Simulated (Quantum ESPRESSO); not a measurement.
**HfO2 in Quantum ESPRESSO: convergence with k mesh**

Input of the first run (k mesh 1 × 1 × 1); the others differ in this setting and in those tied to it:

Contents of pw.in:

```
&CONTROL
  calculation = 'scf'
  prefix = 'pwscf'
  outdir = './tmp'
  pseudo_dir = './pseudo'
  tprnfor = .true.
  tstress = .true.
  disk_io = 'nowf'
/
&SYSTEM
  ibrav = 0
  nat = 3
  ntyp = 2
  ecutwfc = 45
  ecutrho = 360
  nbnd = 19
  occupations = 'smearing'
  smearing = 'mv'
  degauss = 0.00367493
/
&ELECTRONS
  conv_thr = 6d-10
  electron_maxstep = 120
  mixing_beta = 0.5
/
ATOMIC_SPECIES
Hf   178.4900 hf_pbesol_v1.uspp.F.UPF
O     15.9990 o_pbesol_v1.2.uspp.F.UPF
CELL_PARAMETERS angstrom
   0.0000000000    2.5575000000    2.5575000000
   2.5575000000    0.0000000000    2.5575000000
   2.5575000000    2.5575000000    0.0000000000
ATOMIC_POSITIONS crystal
Hf     0.0000000000    0.0000000000    0.0000000000
O      0.7500000000    0.7500000000    0.7500000000
O      0.2500000000    0.2500000000    0.2500000000
K_POINTS automatic
1 1 1 0 0 0
```

Potentials or basis: GBRV 1.5 PBEsol.

Run with:

```bash
$ OMP_NUM_THREADS=1 pw.x -in pw.in > pw.out
```

Measurements of this composition are mostly on another form, of space group No. 14.

Hardware: 1 thread of Arm Neoverse V1, on a shared host.

| k mesh | energy less the tightest run, at zero smearing (meV/atom) | pressure (GPa) | gap on the mesh (eV) | SCF cycles | CPU time (s) | peak memory (GiB) |
| --- | --- | --- | --- | --- | --- | --- |
| 1 × 1 × 1 | -69.47 | -37.68 | 3.900 | 10 | 8.4 | 0.21 |
| 3 × 3 × 3 | 3.56 | -12.30 | 4.370 | 10 | 9.6 | 0.21 |
| 4 × 4 × 4 | 0.33 | -12.29 | 3.642 | 11 | 12 | 0.21 |
| 5 × 5 × 5 | -0.02 | -12.29 | 3.965 | 11 | 13 | 0.21 |
| 7 × 7 × 7 | 0.02 | -12.28 | 3.827 | 11 | 17 | 0.21 |
| 8 × 8 × 8 | 0.00 | -12.28 | 3.643 | 11 | 20 | 0.22 |
| 9 × 9 × 9 | 0.00 | -12.28 | 3.752 | 11 | 23 | 0.22 |
| 11 × 11 × 11 | -0.01 | -12.28 | 3.715 | 11 | 32 | 0.23 |
| 13 × 13 × 13 | 0.00 | -12.28 | 3.694 | 11 | 42 | 0.24 |

Against the tightest run, the energy stays within 1 meV/atom from 4 × 4 × 4 on; the pressure stays within 0.1 GPa from 3 × 3 × 3 on. Not settled before the last step: the gap on the mesh (to 0.01 eV). Meshes of other sizes hit other points, so gaps and Fermi surfaces needn't settle smoothly. The tightest run that finished is the yardstick and may itself not be fully converged.

Caveat, for the tightest run too: this smearing can shift energies of a crystal with a gap; spin-orbit coupling is left out, which moves the levels of the heavy elements; an odd mesh through Γ misses points on the zone boundary, where band edges often lie.
